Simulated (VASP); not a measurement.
# CoO (P3m1) in VASP: a series of runs, part 2 of 2

VASP 6.6.1. The steps go on from the part before.

## 3. Single point, PBE, collinear spin, ferromagnetic start

INCAR

```
ADDGRID = F ; ALGO = Normal
EDIFF = 1E-6 ; ENCUT = 900
GGA = PE ; ISIF = 2
ISMEAR = 0 ; ISPIN = 2
LASPH = T ; LCHARG = F
LMAXMIX = 4 ; LORBIT = 11
LREAL = F ; LWAVE = F
MAGMOM = 2 2 0 0 ; NELM = 100
PREC = Accurate ; SIGMA = 0.05
```

KPOINTS

```
k-points
0
Gamma
  4 4 2
```

POSCAR

```
CoO
1.0
    3.1976457435      0.0000000000      0.0000000000
   -1.5988228718      2.7692424462      0.0000000000
    0.0000000000      0.0000000000      5.2287097100
Co O
2 2
Direct
    0.3333333333      0.6666666667      0.5033624100
    0.0000000000      0.0000000000      0.0034741400
    0.3333333333      0.6666666667      0.8715556000
    0.0000000000      0.0000000000      0.3716088500
```

Potentials or basis: VASP PAW PBE potentials, release 64 (Co, O).

Command:

```console
> cat potpaw_PBE.64/Co/POTCAR potpaw_PBE.64/O/POTCAR > POTCAR
> mpirun -np 1 vasp_std > vasp.out
```

OUTCAR:

```text
EDIFF = 1E-6
   ENCUT = 900
   GGA = PE
   ISIF = 2
   ISMEAR = 0
   ISPIN = 2
   LASPH = T
   LORBIT = 11
   LREAL = F
   NELM = 100
   PREC = Accurate

 Found      8 irreducible k-points:

 Following reciprocal coordinates:
            Coordinates               Weight
  0.000000  0.000000  0.000000      1.000000
  0.250000  0.000000  0.000000      6.000000
  0.500000  0.000000  0.000000      3.000000
  0.250000  0.250000  0.000000      6.000000
  0.000000  0.000000  0.500000      1.000000
  0.250000  0.000000  0.500000      6.000000
   k-points           NKPTS =      8   k-points in BZ     NKDIM =      8   number of bands    NBANDS=     21
   number of dos      NEDOS =    301   number of ions     NIONS =      4
   total plane-waves  NPLWV =  55296
   dimension x,y,z NGX =    32 NGY =   32 NGZ =   54
   dimension x,y,z NGXF=    64 NGYF=   64 NGZF=  108
   ions per type =               2   2
   NGX,Y,Z   is equivalent  to a cutoff of  16.64, 16.64, 17.17 a.u.
   NGXF,Y,Z  is equivalent  to a cutoff of  33.27, 33.27, 34.34 a.u.
 SYSTEM =  unknown system
   PREC   = accura    normal or accurate (medium, high low for compatibility)
   ISTART =      0    job   : 0-new  1-cont  2-samecut
   ICHARG =      2    charge: 1-file 2-atom 10-const
   ISPIN  =      2    spin polarized calculation?
   LNONCOLLINEAR =      F non collinear calculations
   LSORBIT =      F    spin-orbit coupling
   LASPH  =      T    aspherical Exc in radial PAW
   ENCUT  =  900.0 eV  66.15 Ry    8.13 a.u.   7.82  7.82 12.79*2*pi/ulx,y,z
   NELM   =    100;   NELMIN=  2; NELMDL= -5     # of ELM steps
   EDIFF  = 0.1E-05   stopping-criterion for ELM
   LREAL  =      F    real-space projection
   EDIFFG = 0.1E-04   stopping-criterion for IOM
   NSW    =      0    number of steps for IOM
   IBRION =     -1    ionic relax: 0-MD 1-quasi-New 2-CG
   NFREE  =      0    steps in history (QN), initial steepest desc. (CG)
   ISIF   =      2    stress and relaxation
   ISYM   =      2    0-nonsym 1-usesym 2-fastsym
   POTIM  = 0.5000    time-step for ionic-motion
   TEBEG  =    0.0;   TEEND  =   0.0 temperature during run
   PSTRESS=    0.0 pullay stress
   NELECT =      30.0000    total number of electrons
   NUPDOWN=      -1.0000    fix difference up-down
   EMIN   =  10.00;   EMAX   =-10.00  energy-range for DOS
   EFERMI =   0.00;   METHOD = LEGACY
   ISMEAR =     0;   SIGMA  =   0.05  broadening in eV -4-tet -1-fermi 0-gaus
   EFERMI_NEDOS =   21; number of points for ismear=-14 and -15
   IALGO  =     38    algorithm
   IMIX   =      4    mixing-type and parameters
     AMIX     =   0.40;   BMIX     =  1.00
     AMIX_MAG =   1.60;   BMIX_MAG =  1.00
  volume/ion in A,a.u.               =      11.58        78.11
  Fermi-wavevector in a.u.,A,eV,Ry     =   1.416620  2.677023 27.304329  2.006812
  Thomas-Fermi vector in A             =   2.537935
   LORBIT       =     11    0 simple, 1 ext, 2 COOP (PROOUT), +10 PAW based schemes
   GGA     = PE    functional components
   LHFCALC =     F    Hartree Fock is set to
   AEXX    =    0.0000 exact exchange contribution
   IVDW    =     0    specifies the selected vdW correction
   LEPSILON=     F    determine dielectric tensor
   LRPA    =     F    only Hartree local field effects (RPA)
 spin polarized calculation
 Gauss-broadening in eV      SIGMA  =   0.05
  energy-cutoff  :      900.00
  volume of cell :       46.30
 maximum number of plane-waves:      2864
 NGX is ok and might be reduce to    32
   NGX = 15   NGY = 15   NGZ = 25

 number of electron      30.0000000 magnetization       5.8750185

 Free energy of the ion-electron system (eV)
  ---------------------------------------------------
  ext. energy  EPLUGINS =         0.00000000
  ---------------------------------------------------
  free energy    TOTEN  =       -26.60672855 eV

  energy without entropy =      -26.60338220  energy(sigma->0) =      -26.60505538

 E-fermi :   6.0812     XC(G=0): -11.1073

 val. band max:        5.9486702361   @ k =   0.0000   0.0000   0.0000
 cond. band min:       6.1091934699   @ k =   0.2500   0.2500   0.0000
 fundamental gap:      0.1605232338
 Fermi energy:         6.0812284235

 spin component 1

 k-point     1 :       0.0000    0.0000    0.0000
  band No.  band energies     occupation
      1     -13.9596      1.00000
      2     -13.3288      1.00000
      3      -1.0009      1.00000
      4      -0.2194      1.00000
      5      -0.0584      1.00000
      6      -0.0584      1.00000
[... 13 lines left out ...]
     20      11.4042      0.00000
     21      12.9923      0.00000

 k-point     2 :       0.2500    0.0000    0.0000
  band No.  band energies     occupation
      1     -13.6830      1.00000
      2     -13.2197      1.00000
      3      -0.6972      1.00000
      4      -0.4043      1.00000
      5      -0.0875      1.00000
      6       0.0939      1.00000
[... 13 lines left out ...]
     20      12.9701      0.00000
     21      13.5170      0.00000
[... 55 lines left out ...]
      5       0.0965      1.00000
      6       0.0965      1.00000
[... 13 lines left out ...]
     20       8.6298      0.00000
     21      15.9604      0.00000

 k-point     6 :       0.2500    0.0000    0.5000
  band No.  band energies     occupation
      1     -13.4497      1.00000
      2     -13.4469      1.00000
      3      -0.9096      1.00000
      4      -0.9088      1.00000
      5       0.1099      1.00000
      6       0.1117      1.00000
[... 13 lines left out ...]
     20       9.9324      0.00000
     21      15.6479      0.00000

 [... further k-points ...]

 spin component 2

 k-point     1 :       0.0000    0.0000    0.0000
  band No.  band energies     occupation
      1     -13.4041      1.00000
      2     -12.7419      1.00000
      3      -0.4542      1.00000
      4       1.0816      1.00000
      5       1.2487      1.00000
      6       1.2487      1.00000
[... 13 lines left out ...]
     20      11.9953      0.00000
     21      13.9500      0.00000

 k-point     2 :       0.2500    0.0000    0.0000
  band No.  band energies     occupation
      1     -13.1150      1.00000
      2     -12.6260      1.00000
      3       0.0438      1.00000
      4       0.3723      1.00000
      5       0.7859      1.00000
      6       1.2419      1.00000
[... 13 lines left out ...]
     20      13.9878      0.00000
     21      14.2257      0.00000
[... 55 lines left out ...]
      5       1.3154      1.00000
      6       1.3154      1.00000
[... 13 lines left out ...]
     20       9.4530      0.00000
     21      16.6080      0.00000

 k-point     6 :       0.2500    0.0000    0.5000
  band No.  band energies     occupation
      1     -12.8703      1.00000
      2     -12.8672      1.00000
      3      -0.1115      1.00000
      4      -0.1108      1.00000
      5       1.1766      1.00000
      6       1.1782      1.00000
[... 13 lines left out ...]
     20      10.7491      0.00000
     21      16.4712      0.00000

 [... further k-points ...]

------------------------ aborting loop because EDIFF is reached ----------------------------------------

  FORCE on cell =-STRESS in cart. coord.  units (eV):
  Direction    XX          YY          ZZ          XY          YZ          ZX
  --------------------------------------------------------------------------------------
  -------------------------------------------------------------------------------------
  Total        0.3925992      0.3925992      0.8122485     -0.0000000      0.0000000      0.0000000
  in kB       13.5854536     13.5854536     28.1069442     -0.0000000      0.0000000      0.0000000
  external PRESSURE =      18.4259505 kB  Pullay stress =       0.0000000 kB

 VOLUME and BASIS-vectors are now :
 -----------------------------------------------------------------------------
  energy-cutoff  :      900.00
  volume of cell :       46.30
      direct lattice vectors                 reciprocal lattice vectors
     3.197645743  0.000000000  0.000000000     0.312730077  0.180554794  0.000000000
    -1.598822872  2.769242446  0.000000000     0.000000000  0.361109588  0.000000000
     0.000000000  0.000000000  5.228709710     0.000000000  0.000000000  0.191251773

 POSITION                                       TOTAL-FORCE (eV/Angst)
 -----------------------------------------------------------------------------------
     -0.00000      1.84616      2.63194        -0.000000      0.000000     -0.247354
      0.00000      0.00000      0.01817         0.000000     -0.000000     -0.253631
     -0.00000      1.84616      4.55711        -0.000000     -0.000000      0.250864
      0.00000      0.00000      1.94303         0.000000     -0.000000      0.250120
 -----------------------------------------------------------------------------------
    total drift:                                0.000000     -0.000000      0.000059

  FREE ENERGIE OF THE ION-ELECTRON SYSTEM (eV)
  ---------------------------------------------------
  free  energy   TOTEN  =       -26.6067285543 eV

  energy  without entropy=      -26.6033822024  energy(sigma->0) =      -26.60505538

 total charge

# of ion       s       p       d       tot
------------------------------------------
    1        0.348   0.436   7.189   7.973
    2        0.348   0.436   7.189   7.972
    3        1.546   3.450   0.000   4.997
    4        1.546   3.451   0.000   4.997
--------------------------------------------------
tot          3.788   7.772  14.378  25.938

 magnetization (x)

# of ion       s       p       d       tot
------------------------------------------
    1        0.017   0.059   2.425   2.502
    2        0.017   0.059   2.426   2.502
    3        0.022   0.290   0.000   0.312
    4        0.022   0.290   0.000   0.311
--------------------------------------------------
tot          0.078   0.698   4.851   5.627
```

Wall time 63 s (1 thread of Intel Xeon Platinum 8375C at 2.90GHz (Ice Lake), shared host); peak memory 0.27 GiB.

These settings aren't checked as converged: the numbers below hold their error.

Results:

```
Free energy                                           : -26.6067 eV
Pressure                                              : 1.8 GPa
Largest force                                         : 0.254 eV/Å
Band gap on the k mesh                                : none (metal or under the smearing width)
Net moment                                            : 5.88 μB per cell
Site moments                                          : Co +2.50; O +0.31 μB
Valence electrons inside the program's atomic spheres : Co 7.97; O 5.00
```

Caveat: the k mesh is coarse (spacing up to 0.60 Å⁻¹), so the values aren't converged; semilocal functionals often make such compounds metallic where correlation or magnetic order opens a gap, which also shifts bond lengths.

## 4. Single point, PBE, collinear spin, ferromagnetic start

Edit INCAR of step 3 so:

```diff
@@ -1,3 +1,3 @@
 ADDGRID = F ; ALGO = Normal
-EDIFF = 1E-6 ; ENCUT = 900
+EDIFF = 1E-6 ; ENCUT = 300
 GGA = PE ; ISIF = 2
```

KPOINTS

```
k-points
0
Gamma
  7 7 4
```

POSCAR is that of step 3.

Potentials or basis: VASP PAW PBE potentials, release 64 (Co, O).

Command:

```console
> cat potpaw_PBE.64/Co/POTCAR potpaw_PBE.64/O/POTCAR > POTCAR
> mpirun -np 1 vasp_std > vasp.out
```

OUTCAR:

```text
EDIFF = 1E-6
   ENCUT = 300
   GGA = PE
   ISIF = 2
   ISMEAR = 0
   ISPIN = 2
   LASPH = T
   LORBIT = 11
   LREAL = F
   NELM = 100
   PREC = Accurate

 Found     28 irreducible k-points:

 Following reciprocal coordinates:
            Coordinates               Weight
  0.000000  0.000000  0.000000      1.000000
  0.142857  0.000000  0.000000      6.000000
  0.285714  0.000000  0.000000      6.000000
  0.428571  0.000000  0.000000      6.000000
  0.142857  0.142857  0.000000      6.000000
  0.285714  0.142857  0.000000     12.000000
   k-points           NKPTS =     28   k-points in BZ     NKDIM =     28   number of bands    NBANDS=     21
   number of dos      NEDOS =    301   number of ions     NIONS =      4
   total plane-waves  NPLWV =   9720
   dimension x,y,z NGX =    18 NGY =   18 NGZ =   30
   dimension x,y,z NGXF=    36 NGYF=   36 NGZF=   60
   ions per type =               2   2
   NGX,Y,Z   is equivalent  to a cutoff of   9.36,  9.36,  9.54 a.u.
   NGXF,Y,Z  is equivalent  to a cutoff of  18.72, 18.72, 19.08 a.u.
 SYSTEM =  unknown system
   PREC   = accura    normal or accurate (medium, high low for compatibility)
   ISTART =      0    job   : 0-new  1-cont  2-samecut
   ICHARG =      2    charge: 1-file 2-atom 10-const
   ISPIN  =      2    spin polarized calculation?
   LNONCOLLINEAR =      F non collinear calculations
   LSORBIT =      F    spin-orbit coupling
   LASPH  =      T    aspherical Exc in radial PAW
   ENCUT  =  300.0 eV  22.05 Ry    4.70 a.u.   4.52  4.52  7.38*2*pi/ulx,y,z
   NELM   =    100;   NELMIN=  2; NELMDL= -5     # of ELM steps
   EDIFF  = 0.1E-05   stopping-criterion for ELM
   LREAL  =      F    real-space projection
   EDIFFG = 0.1E-04   stopping-criterion for IOM
   NSW    =      0    number of steps for IOM
   IBRION =     -1    ionic relax: 0-MD 1-quasi-New 2-CG
   NFREE  =      0    steps in history (QN), initial steepest desc. (CG)
   ISIF   =      2    stress and relaxation
   ISYM   =      2    0-nonsym 1-usesym 2-fastsym
   POTIM  = 0.5000    time-step for ionic-motion
   TEBEG  =    0.0;   TEEND  =   0.0 temperature during run
   PSTRESS=    0.0 pullay stress
   NELECT =      30.0000    total number of electrons
   NUPDOWN=      -1.0000    fix difference up-down
   EMIN   =  10.00;   EMAX   =-10.00  energy-range for DOS
   EFERMI =   0.00;   METHOD = LEGACY
[... 40 lines left out ...]
 Fermi energy:         6.0468483393

 spin component 1

 k-point     1 :       0.0000    0.0000    0.0000
  band No.  band energies     occupation
      1     -14.1044      1.00000
      2     -13.4856      1.00000
      3      -1.0226      1.00000
      4      -0.2764      1.00000
      5      -0.0856      1.00000
      6      -0.0856      1.00000
[... 133 lines left out ...]
     20      13.1202      0.00000
     21      14.1934      0.00000

 [... further k-points ...]

 spin component 2

 k-point     1 :       0.0000    0.0000    0.0000
  band No.  band energies     occupation
      1     -13.5478      1.00000
      2     -12.8977      1.00000
      3      -0.4842      1.00000
      4       1.0189      1.00000
      5       1.2091      1.00000
      6       1.2091      1.00000
[... 133 lines left out ...]
     20      14.2264      0.00000
     21      14.9808      0.00000

 [... further k-points ...]

------------------------ aborting loop because EDIFF is reached ----------------------------------------

  FORCE on cell =-STRESS in cart. coord.  units (eV):
  Direction    XX          YY          ZZ          XY          YZ          ZX
  --------------------------------------------------------------------------------------
  -------------------------------------------------------------------------------------
  Total       -9.0057181     -9.0057181     -8.0825586      0.0000000      0.0000000     -0.0000000
  in kB     -311.6327365   -311.6327365   -279.6878418      0.0000000      0.0000000     -0.0000000
  external PRESSURE =    -300.9844383 kB  Pullay stress =       0.0000000 kB

 VOLUME and BASIS-vectors are now :
 -----------------------------------------------------------------------------
  energy-cutoff  :      300.00
  volume of cell :       46.30
      direct lattice vectors                 reciprocal lattice vectors
     3.197645743  0.000000000  0.000000000     0.312730077  0.180554794  0.000000000
    -1.598822872  2.769242446  0.000000000     0.000000000  0.361109588  0.000000000
     0.000000000  0.000000000  5.228709710     0.000000000  0.000000000  0.191251773

 POSITION                                       TOTAL-FORCE (eV/Angst)
 -----------------------------------------------------------------------------------
     -0.00000      1.84616      2.63194         0.000000      0.000000     -0.300421
      0.00000      0.00000      0.01817         0.000000      0.000000     -0.307512
     -0.00000      1.84616      4.55711        -0.000000      0.000000      0.304816
      0.00000      0.00000      1.94303        -0.000000      0.000000      0.303117
 -----------------------------------------------------------------------------------
    total drift:                                0.000003      0.000004     -0.001652

  FREE ENERGIE OF THE ION-ELECTRON SYSTEM (eV)
  ---------------------------------------------------
  free  energy   TOTEN  =       -26.9714952486 eV

  energy  without entropy=      -26.9698834279  energy(sigma->0) =      -26.97068934

 total charge

# of ion       s       p       d       tot
------------------------------------------
    1        0.347   0.436   7.181   7.964
    2        0.347   0.436   7.181   7.964
    3        1.653   3.525   0.000   5.178
    4        1.653   3.525   0.000   5.178
--------------------------------------------------
tot          4.000   7.922  14.361  26.284

 magnetization (x)

# of ion       s       p       d       tot
------------------------------------------
    1        0.017   0.061   2.454   2.532
    2        0.017   0.061   2.454   2.532
    3        0.023   0.297   0.000   0.319
    4        0.023   0.297   0.000   0.319
--------------------------------------------------
tot          0.079   0.716   4.907   5.702
```

Wall time 37 s (1 thread of Intel Xeon Platinum 8375C at 2.90GHz (Ice Lake), shared host); peak memory 0.15 GiB.

The run converged, but a check on its numbers failed (symmetry, net force, bounds or a known fault of this set-up), so they aren't taken as properties of the crystal.

Caveat: the cutoff lies under the usual one of these potentials, so the numbers hold a large basis-set error; a pressure of tens of GPa on the cell as given is suspect, and the run, the potentials or the cell itself is likely at fault; semilocal functionals often make such compounds metallic where correlation or magnetic order opens a gap, which also shifts bond lengths.

## 5. The reference run

An earlier run on the cell as given: functional PBE; potentials or basis VASP PAW PBE potentials, release 64 (Co, O); cutoff 520 eV; k mesh 10 × 10 × 5; occupations fermi-dirac, width 0.05 eV; collinear spin, ferromagnetic start; starting moments [2.0, 2.0, 0.0, 0.0] μB.

- Pressure: 1.4 GPa
- Largest force: 0.310 eV/Å
- Band gap on the k mesh: none (metal or under the smearing width)
- Net moment: 5.85 μB per cell
- Site moments: Co +2.50; O +0.31 μB
- Valence electrons inside the program's atomic spheres: Co 7.97; O 5.00
